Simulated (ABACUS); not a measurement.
Here is an ABACUS 3.10.1 calculation.

File run_abacus.py:

```python
"""ABACUS run from a structure file: ASE reads it, the script writes STRU, KPT and INPUT."""
import re
import subprocess
from ase.io import read
from ase.units import Bohr

atoms = read("Ti.cif")
atoms = atoms[(-atoms.numbers).argsort(kind="stable")]  # ABACUS lists atoms element by element
pseudo = {'Ti': 'Ti_ONCV_PBE-1.2.upf'}
orbital = {}
magmoms = None
kmesh = [8, 8, 8]
params = {
    'suffix': 'Ti',
    'calculation': 'scf',
    'basis_type': 'pw',
    'pseudo_dir': './',
    'symmetry': 1,
    'dft_functional': 'pz',
    'ecutwfc': 84,
    'pseudo_rcut': 7,
    'nspin': 1,
    'nbands': 16,
    'ks_solver': 'dav',
    'smearing_method': 'fd',
    'smearing_sigma': 0.00367493,
    'scf_thr': 1e-08,
    'scf_nmax': 100,
    'mixing_type': 'broyden',
    'mixing_beta': 0.7,
    'cal_force': 1,
    'cal_stress': 1,
    'out_chg': 1,
    'out_pot': 2,
    'out_elf': 1,
}

symbols = atoms.get_chemical_symbols()
elements = list(dict.fromkeys(symbols))
lines = ["ATOMIC_SPECIES"] + [f"{e} {atoms.get_masses()[symbols.index(e)]:.4f} {pseudo[e]}" for e in elements]
if orbital:
    lines += ["", "NUMERICAL_ORBITAL"] + [orbital[e] for e in elements]
lines += ["", "LATTICE_CONSTANT", f"{1 / Bohr:.10f}", "", "LATTICE_VECTORS"]
lines += [" ".join(f"{x:.10f}" for x in v) for v in atoms.cell]
lines += ["", "ATOMIC_POSITIONS", "Direct"]
for e in elements:
    lines += ["", e, "0.0", str(symbols.count(e))]
    for i, p in enumerate(atoms.get_scaled_positions(wrap=False)):
        if symbols[i] == e:
            mag = "" if magmoms is None else " mag " + " ".join(str(x) for x in (magmoms[i] if isinstance(magmoms[i], list) else [magmoms[i]]))
            lines.append(" ".join(f"{x:.10f}" for x in p) + " 1 1 1" + mag)
open("STRU", "w").write("\n".join(lines) + "\n")
open("KPT", "w").write("K_POINTS\n0\nGamma\n%d %d %d 0 0 0\n" % tuple(kmesh))
open("INPUT", "w").write("INPUT_PARAMETERS\n" + "".join(f"{k:<20s}{v}\n" for k, v in params.items()))

done = subprocess.run(['mpirun', '-np', '4', 'abacus'])
if done.returncode:
    raise SystemExit(done.returncode)
log = open("OUT.Ti/running_scf.log").read()
print("final energy (eV):", re.findall(r"FINAL_ETOT_IS (\S+)", log))
```

File Ti.cif:

```cif
data_Ti
_cell_length_a 2.87085353
_cell_length_b 2.87085353
_cell_length_c 2.87085353
_cell_angle_alpha 60.00000000
_cell_angle_beta 60.00000000
_cell_angle_gamma 60.00000000
_space_group_name_H-M_alt 'P1'
_space_group_name_Hall 'P 1'
_space_group_IT_number 1
loop_
_space_group_symop_operation_xyz
'x,y,z'
loop_
_atom_site_label
_atom_site_type_symbol
_atom_site_symmetry_multiplicity
_atom_site_Wyckoff_symbol
_atom_site_fract_x
_atom_site_fract_y
_atom_site_fract_z
_atom_site_occupancy
Ti1 Ti 1 a 0.0000000000 0.0000000000 0.0000000000 1
```

Potentials or basis: SG15 ONCV 1.2 PBE, plane waves.

Command:

```sh
$ OMP_NUM_THREADS=1 python run_abacus.py > log
```

(1) Predict the pressure.

(2) Predict the band gap on the k mesh.

Results:

(1) -4.4 GPa.

(2) none (metal or under the smearing width).

Caveat: the potentials were made for another functional, which shifts forces and pressure.
